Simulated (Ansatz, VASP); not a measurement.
Si in VASP and in Ansatz

```
Si
1.0
     0.00000    2.72770    2.70806
     2.72770    0.00000    2.70806
     2.72770    2.72770    0.00000
Si
2
Direct
  0.00000 0.00000 0.00000
  0.25000 0.25000 0.25000
```

Alike in both runs: task single point; functional PBEsol; k mesh 10 × 10 × 10; no spin polarisation.

```csv
,VASP,Ansatz
version,VASP 6.6.1,Ansatz 0.2.0
potentials or method,"VASP PAW PBE potentials, release 64 (Si)","scalar-relativistic, plane waves, PAW"
plane-wave cutoff (eV),520,600
occupations,"gaussian, width 0.01 eV",fixed
valence electrons in the cell,8,8
```

|  | VASP | Ansatz | Ansatz less VASP |
| --- | --- | --- | --- |
| gap on the k mesh at the Fermi level (eV) | 0.40 | 0.41 | +0.005 |
| least direct gap on the mesh (eV) | 2.46 | 2.47 | +0.003 |

 A k mesh can miss the band edges.
